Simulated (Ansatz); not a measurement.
# Al2GaN3: under pressure

One table from this session's results is given with a row withheld; the runs are named, their logs left out.

Method: DFT PBEsol, scalar-relativistic, plane waves, PAW, in Ansatz 0.2.0.

1 further run of the same task is left out (set aside as unsound or not needed).

### The starting structure

Symmetry: Cm, No. 8, monoclinic system. Conventional cell: a = 11.486 Å, b = 3.136 Å, c = 7.422 Å, α = 90.00°, β = 104.79°, γ = 90.00°. Around Al (site symmetry m) lie 4 N at 1.89 to 1.91 Å. Al (site symmetry m) is surrounded by 4 N at 1.89 to 1.90 Å. Around Al (site symmetry m) lie 4 N at 1.90 to 1.91 Å. Al (site symmetry m) is surrounded by 4 N at 1.90 Å. Ga (site symmetry m) is surrounded by 4 N at 1.93 to 1.96 Å. N (site symmetry m) has 3 Al at 1.90 Å and 1 Ga at 1.96 Å in its first shell of neighbours. Only part of the 12 independent sites is listed.

As a file:

```
CELL_PARAMETERS angstrom
5.74321 -1.56788 0.00091
5.74321 1.56788 0.00091
-1.89621 0.00000 7.17535
ATOMIC_POSITIONS crystal
Al 0.94421 0.94421 0.38923
Al 0.88893 0.88893 0.77670
Al 0.22314 0.22314 0.44451
Al 0.55405 0.55405 0.11303
Ga 0.27708 0.27708 0.05762
Ga 0.60965 0.60965 0.72179
N 0.14761 0.14761 0.18500
N 0.48165 0.48165 0.85245
N 0.81833 0.81833 0.51506
N 0.76440 0.76440 0.90172
N 0.09530 0.09530 0.56471
N 0.43101 0.43101 0.24298
```

It goes back to an entry of the Materials Project, which need not be the stable form.

This cell was relaxed beforehand with the same method: volume 10.77 Å³/atom, gap on the mesh 3.26 eV.

The first run:

Input file input.yaml:

```yaml
crystal:
  lattice:
    - [5.7432091029, -1.5678776034, 0.0009115873]
    - [5.7432091029, 1.5678776034, 0.0009115873]
    - [-1.8962130072, 0.0, 7.1753491449]
  atoms:
    - { symbol: Al, position: [0.9442094829, 0.9442094829, 0.3892317942] }
    - { symbol: Al, position: [0.8889313905, 0.8889313905, 0.7767015036] }
    - { symbol: Al, position: [0.223141811, 0.223141811, 0.4445132117] }
    - { symbol: Al, position: [0.5540491763, 0.5540491763, 0.1130296846] }
    - { symbol: Ga, position: [0.2770821302, 0.2770821302, 0.0576223522] }
    - { symbol: Ga, position: [0.6096504598, 0.6096504598, 0.7217877031] }
    - { symbol: "N", position: [0.1476133206, 0.1476133206, 0.1850004133] }
    - { symbol: "N", position: [0.4816489578, 0.4816489578, 0.8524466906] }
    - { symbol: "N", position: [0.8183309532, 0.8183309532, 0.5150587638] }
    - { symbol: "N", position: [0.7644028747, 0.7644028747, 0.9017209733] }
    - { symbol: "N", position: [0.0952971031, 0.0952971031, 0.5647077552] }
    - { symbol: "N", position: [0.43100734, 0.43100734, 0.2429801442] }
basis:
  ecutwfc: 420
kpoints:
  mp_grid: { grid: [8, 8, 4] }
  band_path: { path: [VBM, CBM], npoints: 2 }
hamiltonian:
  xc: pbesol
scf:
  occupations: { method: gaussian, width: 0.02 }
output:
  forces: true
  stress: true
  eigenvalues: true
checkpoint:
  read: start.run
  write: ck
  compress: false
  write_wavefunctions: false
  write_every: 100000
```

Launch:

```sh
$ ansatz run input.yaml --threads 2 --pin off --max-ram 5120MiB --backend cpu --events-out ev --progress --plain --runs-dir out
```

Steps of the session up to this table: Seeking the band edges; -2 GPa; The gap over the whole zone at -2 GPa; Relaxing at 2 GPa; The gap over the whole zone at 2 GPa; Relaxing at 5 GPa; The gap over the whole zone at 5 GPa; Target pressure 10 GPa; Band edges over the zone at 10 GPa; 20 GPa; The gap over the whole zone at 20 GPa.

One table of the session follows, with a row left open; its other results are not shown here.

It belongs to the step «Volume, cell and gap against pressure». Lengths are those of the vectors of the cell that was run:

| P (GPa) | V (Å³/atom) | a (Å) | b (Å) | c (Å) | ΔH (eV/atom) |
| --- | --- | --- | --- | --- | --- |
| -2 | 10.88 | 5.975 | 5.975 | 7.448 | -0.135 |
| 0 | 10.77 | 5.953 | 5.953 | 7.422 | 0.000 |
| 2 | ? | ? | ? | ? | ? |
| 5 | 10.51 | 5.904 | 5.904 | 7.361 | 0.332 |
| 10 | 10.28 | 5.859 | 5.859 | 7.307 | 0.656 |
| 20 | 9.89 | 5.779 | 5.779 | 7.210 | 1.286 |

Estimate the missing values for P (GPa) = 2.

Worked estimate for «V (Å³/atom)». A straight line through the neighbours (0, 10.77) and (5, 10.51) gives 10.77 + (10.51 − 10.77) × (2 − 0) / (5 − 0) = 10.67; a parabola fitted to 4 rows on both sides gives 10.66.

The run gave: V (Å³/atom): 10.66; a (Å): 5.932; b (Å): 5.932; c (Å): 7.396; ΔH (eV/atom): 0.134. In «V (Å³/atom)» the line misses by +0.01 and the parabola by 0.00.

ΔH is E + PV over the energy at zero pressure; a, b and c are the vectors of the computed cell.

Caveats from the session: Other structures may take over in this range; these runs cannot find them.
